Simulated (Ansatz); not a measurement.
**Ta(100) / 3 layers W(100) / Ta(100): resistance against film thickness**

How does the resistance across the layers grow with the film in Ta(100) / 3 layers W(100) / Ta(100)?

Main program and level: Ansatz 0.2.0; Ansatz plane-wave DFT, PBEsol, PAW files; ballistic transport by layer matching (Landauer), zero bias; PAW set soft_1.

### 1. The structure

The cell holds 14 atoms: 11 Ta and 3 W. Its edges and angles: a = 3.303 Å, b = 3.303 Å, c = 22.523 Å, α = 90.0°, β = 90.0°, γ = 90.0°. It derives from Ta and W. Regions: lead, 11 atoms (11 Ta); films, 3 atoms (3 W). The structure is stacked along c, and the current runs across the ab planes.

### 2. With 3 layers

The film is laid into the lead at the lead's in-plane lattice, and the cell closes on the lead's own image. The mesh across the current, 22×22, is finer than the density's, because channels open and close sharply across the zone. Energies from -1 to 1 eV in steps of 0.036 eV cover the slope of the Fermi function at 300 K, so the program can form a conductance.

Contents of input.yaml:

```yaml
crystal:
  lattice:
    - [3.30256, 0.0, 0.0]
    - [0.0, 3.30256, 0.0]
    - [0.0, 0.0, 22.5234992321]
  atoms:
    - { symbol: Ta, position: [0.0, 0.0, 0.0366568263] }
    - { symbol: Ta, position: [0.5, 0.5, 0.109970479] }
    - { symbol: Ta, position: [0.0, 0.0, 0.1832841317] }
    - { symbol: Ta, position: [0.5, 0.5, 0.2565977844] }
    - { symbol: Ta, position: [0.0, 0.0, 0.3299114371] }
    - { symbol: W, position: [0.5, 0.5, 0.3988265668] }
    - { symbol: W, position: [0.0, 0.0, 0.4633431737] }
    - { symbol: W, position: [0.5, 0.5, 0.5278597805] }
    - { symbol: Ta, position: [0.0, 0.0, 0.5967749102] }
    - { symbol: Ta, position: [0.5, 0.5, 0.6700885629] }
    - { symbol: Ta, position: [0.0, 0.0, 0.7434022156] }
    - { symbol: Ta, position: [0.5, 0.5, 0.8167158683] }
    - { symbol: Ta, position: [0.0, 0.0, 0.890029521] }
    - { symbol: Ta, position: [0.5, 0.5, 0.9633431737] }
kpoints:
  mp_grid: { grid: [11, 11, 2] }
hamiltonian:
  xc: pbesol
  pseudopotentials: { kind: paw, azcp: { folder: soft_1 }, xc_functional: pbe }
scf:
  occupations: { method: fermi_dirac, width: 0.1 }
output:
  transmission: { leads: [[0, 1]], kmesh: [22, 22], e_range: [-1.0, 1.0], de: 0.036 }
  write_potential: true
  write_density: true
  volumetric_format: npy
  elf: true
```

Launch:

```bash
ansatz run input.yaml --threads 4 --pin off --max-ram 8192MiB --backend cpu --events-out ev --progress --plain --runs-dir out
```

Numbers of over 12 decimals in the logs are rounded to 6 here.

The log of the run:

```text
Engine: ansatz 0.2.0, x86_64-unknown-linux-gnu
Pseudopotentials: kind: paw
Pseudopotential: Ta, paw, valence charge 13, recommended cutoff 420 eV (normal), soft_1/Ta.paw.azcp
Pseudopotential: W, paw, valence charge 14, recommended cutoff 420 eV (normal), soft_1/W.paw.azcp
Functional definition: PBEsol
  exchange = pbesol_x
  correlation = pbesol_c
Crystal: 14 atoms, lattice volume = 245.662 Å³
Basis set: ecut = 420 eV, 4867 PW (Γ)
Bands: 111, of which v1, the nominal top of the filled ones, is band 93 counted from 1 (92 counted from 0)
Symmetry: 16 space group operations
Space group: P4/mmm (ITA 123), of the structure as read, at distance tolerance 6.3e-5 Å
k-points: 42 of 242
Non-local potential: Ta, projectors of the file, l = 0: 3, l = 1: 2, l = 2: 2, l = 3: 1
Non-local potential: W, projectors of the file, l = 0: 3, l = 1: 2, l = 2: 2, l = 3: 1
PAW form: soft (Blöchl's): semilocal exchange-correlation on the pseudo side does not see the compensation charge
PAW frozen core: Ta, regenerated for the run's functional, and the local potential with it (the file was generated under x = pbe(κ = 0.804, μ = 0.219515), c = pbe(β = 0.066725))
PAW frozen core: W, regenerated for the run's functional, and the local potential with it (the file was generated under x = pbe(κ = 0.804, μ = 0.219515), c = pbe(β = 0.066725))
PAW one-centre angular grid: Ta, 590 points (default); XC on 64 Gauss nodes
PAW one-centre angular grid: W, 590 points (default); XC on 64 Gauss nodes
Initial density: superposition of atomic densities (chi_scale 0.1, normalization cell, long waves of neutral atoms (reshape's long-wave potential 18.83 eV rms, cloud 3.32 Å wide))
Initial wavefunctions: pseudopotential atomic-orbital guess
Functional: x = pbesol(κ = 0.804, μ = 0.123457), c = pbesol(β = 0.046)
SCF iter   1: F=—  HF=-138712.669209 eV  |F-HF|=—  |Δ(HF+E_count)|=         —  Δρ=1.71e-1  dr2=2.78e3  ethr=3.10e-3  ⟨swp⟩=6.5  Hψ=18574  notcnv=0
preconditioner: auto → Kerker (q_TF=auto, 2.602 Å⁻¹)  [metal: Δε(μ)=0.003 eV  Ē_g=5.071 eV  σ=0.100 eV  W_gap=0.01  n_scr=70 (ndim 8)  ℏωp=20.2 eV  f_vac=0.000  D(μ)=7.27/eV (n_scr^D=52)]
SCF iter   2: F=—  HF=-138664.062145 eV  |F-HF|=—  |Δ(HF+E_count)|=    4.86e1  Δρ=7.60e-2  dr2=4.96e2  ethr=3.10e-3  ⟨swp⟩=5.6  Hψ=15141  notcnv=0  defer=3
SCF iter   3: F=—  HF=-138655.189737 eV  |F-HF|=—  |Δ(HF+E_count)|=    8.87e0  Δρ=2.80e-2  dr2=2.53e1  ethr=3.10e-3  ⟨swp⟩=9.7  Hψ=23935  notcnv=0  defer=54
SCF iter   4: F=—  HF=-138654.542069 eV  |F-HF|=—  |Δ(HF+E_count)|=   6.48e-1  Δρ=8.72e-3  dr2=2.08e0  ethr=3.10e-3  ⟨swp⟩=5.0  Hψ=9390  notcnv=0  defer=49
SCF iter   5: F=—  HF=-138654.470018 eV  |F-HF|=—  |Δ(HF+E_count)|=   7.21e-2  Δρ=3.72e-3  dr2=5.94e-1  ethr=1.13e-3  ⟨swp⟩=2.0  Hψ=5431  notcnv=0  defer=53
SCF iter   6: F=—  HF=-138654.455812 eV  |F-HF|=—  |Δ(HF+E_count)|=   1.42e-2  Δρ=1.03e-3  dr2=6.01e-2  ethr=3.21e-4  ⟨swp⟩=1.2  Hψ=4762  notcnv=0  defer=55
SCF iter   7: F=—  HF=-138654.454818 eV  |F-HF|=—  |Δ(HF+E_count)|=   9.94e-4  Δρ=1.03e-4  dr2=7.47e-4  ethr=3.25e-5  ⟨swp⟩=1.2  Hψ=4660  notcnv=0  defer=54
SCF iter   8: F=—  HF=-138654.454877 eV  |F-HF|=—  |Δ(HF+E_count)|=   5.87e-5  Δρ=2.41e-5  dr2=1.04e-5  ethr=4.04e-7  ⟨swp⟩=2.7  Hψ=6348  notcnv=0  defer=49
SCF iter   9: F=—  HF=-138654.455031 eV  |F-HF|=—  |Δ(HF+E_count)|=   1.54e-4  Δρ=7.60e-6  dr2=2.78e-6  ethr=5.63e-9  ⟨swp⟩=2.2  Hψ=6089  notcnv=0  defer=52
SCF iter  10: F=—  HF=-138654.455031 eV  |F-HF|=—  |Δ(HF+E_count)|=   1.11e-7  Δρ=1.82e-6  dr2=2.79e-7  ethr=1.50e-9  ⟨swp⟩=1.0  Hψ=4607  notcnv=0  defer=52
SCF iter  11: F=-138654.455031 eV  HF=-138654.455031 eV  |F-HF|=3.58e-9  |Δ(HF+E_count)|=   4.80e-9  Δρ=3.76e-7  dr2=3.73e-9  ethr=5.41e-11  ⟨swp⟩=12.3  Hψ=14185  notcnv=0
SCF 1 converged in 11 iterations: F = -138654.455031 eV  dr2 = 3.73e-9
  greatest PAW one-centre occupation: 0.999 electrons in one spin orbital (limit 2), on the W atom at site 6 (counted from 0), in its partial waves of l = 0
transmission: 320 of 3198 steps passed
transmission: 642 of 3198 steps passed
[...]
transmission: 3198 of 3198 steps passed
SCF converged after 11 iterations
Free energy (F): -138654.455031 eV
Harris-Foulkes:  -138654.455031 eV  (|F-HF|=3.58e-9)
Internal energy: -138653.992471 eV  (E = F + TS)
E sigma→0 (E₀):  -138654.223751 eV
Entropy (-TS):   -0.462560 eV (-33.040 meV/atom)
Fermi energy:    19.019936 eV
--- Per-component energies (eV) ---
  E_band       = -1456.533868
  E_kinetic    = 5592.742940
  E_local      = -8856.460574  (includes V_loc(G=0)·N_el)
  E_nonlocal   = -163.290442
  E_hartree    = 3440.090207
  E_xc         = -4304.517752
  E_vxc        = -3261.385514  (∫ρ·V_xc dr)
  E_paw        = -115347.979686  (= ΣΔE_a)
  E_vpaw       = -1648.320481  (= ΣTr[D̂ρ^β])
  E_aug_tail   = 0.001552  (compensation charges beyond the density's cutoff)
  E_ewald      = -19017.595130
  E_core_change = 3.016414  (= ΣΔE_core)
  E_smearing   = -0.462560  (= −TS)
  E_closure    = 0.000000  (closes the sum)
  Σ components = -138654.455031   (vs F -138654.455031, Δ=0.00e0)
--- Band table (eV; the first three rows and the last of 42) ---
  k-point 0: bands = [... 89 lower, 19.7044, 19.7044, 19.7434, 19.7434, 19.7571, 19.7571, 19.8123, 20.1887, ... 14 higher]
  k-point 1: bands = [... 89 lower, 19.6614, 19.6767, 19.6767, 19.7173, 19.7173, 19.8660, 19.9669, 19.9669, ... 14 higher]
  k-point 2: bands = [... 89 lower, 19.5211, 19.5990, 19.6723, 19.8466, 19.8634, 19.8779, 19.8869, 19.9841, ... 14 higher]
  k-point 41: bands = [... 89 lower, 18.2278, 18.9957, 19.0637, 19.1656, 19.2645, 19.9140, 19.9195, 20.1955, ... 14 higher]
--- Transmission ---
  basis      : 97 plane waves across, 41 finite elements along
  points     : 78, standing for a mesh of 22 x 22
  filling    : by the input's occupations and mesh, since the crystals that have channels conduct as metals do. If one of these is a semiconductor, that mesh has misplaced its level
  energies   : 56 from -1.000000 to 0.980000 eV about the Fermi level, 0.036000 eV apart; the leads are filled to 0.000000 eV, and channels, transmission and decay are at 0.008000 eV
  crystal 0  : Ta1, at the sites [0, 1], period 1.6513 Å, over 18.16 Å; its Hamiltonian steps by up to 6.1 meV
    offset         : up to 0.0000 Å between an atom of the period and one for which it stands
    filled         : 16.6 meV over the level at which it is neutral
    channels       : 2.526860e0 a spin
    conductance    : 1.8084e15 S/m² at 300 K; may be off by some 0.0 % by where its bands' edges are placed, 3.9 % from the k-mesh, 1.3 % from the distance to neutral
    slowest decay  : 0.0803 /Å at (0.3182, 0.3182)
  junction   : crystal 0 to crystal 0, -0.70 to 20.17 Å
    transmission   : 1.527551e0 a spin
    conductance    : 1.0882e15 S/m² at 300 K (1.0963e15 on every other point, 1.0864e15 on every other energy)
    error estimate : 0.2 % from the energy spacing and 0.0 % from band edges of the leads and from resonances (wavevectors taken as independent; lower de), 3.2 % from the k-mesh, 1.1 % from the steps of its leads' Hamiltonians or their offsets (lay more layers), 0.7 % from the distance to neutral
    resistance     : 3.6597e-4 Ω µm² beyond half of each lead's own
```

Wall time 2.1 min (4 threads of Intel Xeon 6975P-C (Granite Rapids), shared host); peak memory 1.3 GiB; 7.6 min of CPU time.

Numbers from this step:

```
free energy                                                                : -138654.4550 eV
energy at zero smearing                                                    : -138654.2238 eV
Fermi energy                                                               : 19.02 eV
cell area                                                                  : 10.91 Å²
step of the lead's potential                                               : 6.1 meV
ballistic conductance of the lead                                          : 1.81e15 S/m²
estimated errors of the lead's conductance                                 : 0, 3.9, 1.3 % (band edges, k-mesh, distance from neutral)
lead conductance per cell                                                  : 2.546 G₀
conductance of the junction                                                : 1.09e15 S/m²
junction conductance per cell                                              : 1.532 G₀
estimated errors of the junction's conductance                             : 0.2, 0, 3.2, 1.1, 0.7 % (energy step, band edges, k-mesh, leads' steps, distance from neutral)
area resistance that the stack adds (contact term taken off, spin by spin) : 0.3660 fΩ m²
```

Per spin. Transmission, zone mean against energy, zero at the Fermi level:

```
energy (eV)  transmission, zone mean
     -1.000                     1.26
     -0.892                     1.21
     -0.820                     1.24
     -0.712                     1.21
     -0.640                     1.11
     -0.532                     1.12
     -0.424                     1.21
     -0.352                     1.37
     -0.244                     1.57
     -0.136                     1.62
     -0.064                     1.57
      0.008                     1.53
      0.044                     1.50
      0.116                     1.44
      0.224                     1.36
      0.332                     1.23
      0.404                     1.16
      0.512                     1.05
      0.620                    0.964
      0.692                    0.869
      0.800                    0.813
      0.872                    0.767
      0.980                    0.761
```

Per spin. The open channels, zone mean, lead by energy, zero at the Fermi level:

```
energy (eV)  open channels, zone mean, lead
     -1.000                            2.20
     -0.928                            2.14
     -0.856                            2.04
     -0.784                            2.33
     -0.712                            2.21
     -0.676                            2.26
     -0.604                            2.35
     -0.532                            2.38
     -0.460                            2.49
     -0.388                            2.87
     -0.316                            3.09
     -0.244                            3.01
     -0.172                            2.82
     -0.100                            2.68
     -0.028                            2.60
      0.008                            2.53
      0.080                            2.38
      0.152                            2.24
      0.224                            2.14
      0.296                            2.00
      0.368                            1.88
      0.440                            1.80
      0.512                            1.62
      0.584                            1.47
      0.656                            1.28
      0.692                            1.16
      0.764                            1.02
      0.836                            1.01
      0.908                           0.979
      0.980                           0.971
```

Transmission over k1 and k2. At 0.0080 eV from the Fermi level.

Values, 12 rows by 16 columns, each cell a mean:
```
1.40 0.99 0.31 0.10 0.81 2.52 3.09 3.26 3.32 3.25 2.97 2.07 0.54 0.10 0.47 1.13
0.28 0.21 0.09 0.13 0.75 1.40 2.27 3.12 3.22 3.05 1.90 1.23 0.59 0.05 0.12 0.24
0.75 0.39 0.31 0.87 0.98 0.99 1.37 2.04 2.18 1.94 1.15 0.98 0.98 0.73 0.25 0.49
2.17 2.23 1.51 0.97 1.00 1.07 1.23 1.58 1.75 1.50 1.16 1.05 0.99 1.05 1.72 2.34
3.18 3.13 2.86 1.65 1.47 1.28 0.95 0.87 1.01 0.81 1.08 1.34 1.49 1.93 3.00 3.17
3.28 3.31 3.46 2.43 2.02 1.68 1.10 0.86 0.97 0.79 1.34 1.79 2.07 2.74 3.48 3.30
3.18 3.26 3.37 2.20 1.83 1.47 0.95 0.70 0.83 0.64 1.17 1.58 1.88 2.52 3.42 3.23
2.83 2.81 2.01 1.06 1.09 1.13 1.12 1.33 1.50 1.27 1.11 1.13 1.08 1.22 2.26 2.93
1.39 1.11 0.84 0.98 0.98 1.02 1.31 1.82 1.98 1.74 1.16 1.00 0.98 0.95 0.85 1.24
0.24 0.11 0.05 0.47 0.92 1.07 1.66 2.52 2.66 2.42 1.36 1.03 0.87 0.28 0.03 0.15
0.86 0.59 0.21 0.02 0.61 2.08 2.87 3.38 3.44 3.37 2.59 1.69 0.36 0.05 0.30 0.67
1.71 1.32 0.41 0.23 1.17 2.37 3.20 3.21 3.29 3.18 3.14 1.99 0.89 0.14 0.64 1.47
```
Columns: k1 (b1) from -0.5 to 0.455; rows upwards: k2 (b2) from -0.5 to 0.455.

Open channels over k1 and k2. At 0.0080 eV from the Fermi level.

Ten even steps from '0' (0.00) to '9' (5.00):
```
4444444688888886444444
4444204688898886402444
4442202669999966202244
4422022249999942220224
4400222446666644222004
4442222446666644222244
4666244466666664442666
8886444666666666444688
8889966662222266669988
8889966662222266669988
8899966662222266669998
8889966662222266669988
8889966662222266669988
8886444666666666444688
4666244466666664442666
4442222446666644222244
4400222446666644222004
4422022249999942220224
4442202669999966202244
4444204688898886402444
4444444688888886444444
4444444488888884444444
```
Columns: k1 (b1) from -0.5 to 0.455; rows upwards: k2 (b2) from -0.5 to 0.455.

Valence density in the ca plane at fractional y = 0.000, with atoms of Ta and W within 0.2 Å of it. It is the smooth field of the valence electrons, not physical close to the nuclei.

Ten even steps from '0' (0.2 e/Å³) to '9' (5.6 e/Å³), each cell a mean:
```
57751000048761000047761000289830001677400001
24420000014420000013420000135310000244100000
00000000000000000000000000000000000000000000
00000000000000000000000000000000000000000000
00000000000000000000000000000000000000000000
00000000000000000000000000000000000000000000
12210000002210000001210000012100000121000000
47740000036741000036751000268620001476300000
67761000157761000057672000399940002777500001
```
Columns run along c (16.0 Å, from fractional 0.01 to 0.72 of the cell), rows up along a (3.3 Å). Atoms in or near the plane, at fractional coordinates: Ta at (0.04, 0.00), Ta at (0.18, 0.00), Ta at (0.33, 0.00), W at (0.46, 0.00), Ta at (0.60, 0.00).

Electrostatic potential energy in the ca plane at fractional y = 0.000, with atoms of Ta and W within 0.2 Å of it. With pseudopotentials it is smooth inside the atoms' cores, unlike the true potential.

Ten even steps from '0' (-43 eV) to '9' (21 eV), each cell a mean:
```
20026999730026999730016898422248986200379996
53358999863358999863357999743469997533689998
87789999987789999987789999977799999877899999
99999999999999999999999999999999999999999999
99999999999999999999999999999999999999999999
98899999998899999998899999998899999988999999
75578999975578999975568999865689998655799998
31137999741137999841136998522258996311489997
10016999620015899720015898422247985100279996
```
Columns run along c (16.0 Å, from fractional 0.01 to 0.72 of the cell; values clipped at the 3rd and 97th percentile), rows up along a (3.3 Å). Atoms in or near the plane, at fractional coordinates: Ta at (0.04, 0.00), Ta at (0.18, 0.00), Ta at (0.33, 0.00), W at (0.46, 0.00), Ta at (0.60, 0.00).

ELF in the ca plane at fractional y = 0.000, with atoms of Ta and W within 0.2 Å of it. It is the smooth field of the valence electrons, not physical close to the nuclei.

Values, 5 rows by 16 columns, each cell a mean:
```
0.59 0.44 0.36 0.52 0.54 0.35 0.41 0.60 0.33 0.39 0.56 0.34 0.39 0.60 0.34 0.33
0.28 0.35 0.49 0.30 0.29 0.48 0.37 0.26 0.41 0.37 0.24 0.43 0.35 0.26 0.43 0.44
0.37 0.47 0.46 0.43 0.41 0.46 0.49 0.34 0.46 0.43 0.34 0.44 0.45 0.35 0.50 0.48
0.37 0.33 0.47 0.33 0.34 0.47 0.34 0.37 0.38 0.35 0.32 0.40 0.33 0.37 0.38 0.40
0.51 0.46 0.31 0.51 0.52 0.31 0.43 0.51 0.33 0.40 0.49 0.32 0.42 0.51 0.34 0.32
```
Columns run along c (16.0 Å, from fractional 0.01 to 0.72 of the cell), rows up along a (3.3 Å). Atoms in or near the plane, at fractional coordinates: Ta at (0.04, 0.00), Ta at (0.18, 0.00), Ta at (0.33, 0.00), W at (0.46, 0.00), Ta at (0.60, 0.00).

The lead's potential steps by 6.1 meV from period to period, small in itself. The program estimates the junction's conductance to 3.2 % from the k-mesh, 0.7 % from the leads' distance from neutral and 1.1 % from their steps.

By hand: 1/G − 1/G_lead = 1/1.088 − 1/1.808 = 0.366 fΩ m² with G in 10¹⁵ S/m².

[end of part 1 of 3]

[Logs are printed without paths, hosts, clocks, repeated set-up lines and the standing remarks that a program may print on its own settings, such as how far it seeks lower states.]

[Hosts, paths, dates, database ids (printed as entryN), source tags and the programs' standing remarks are cut or masked in the printed files.]
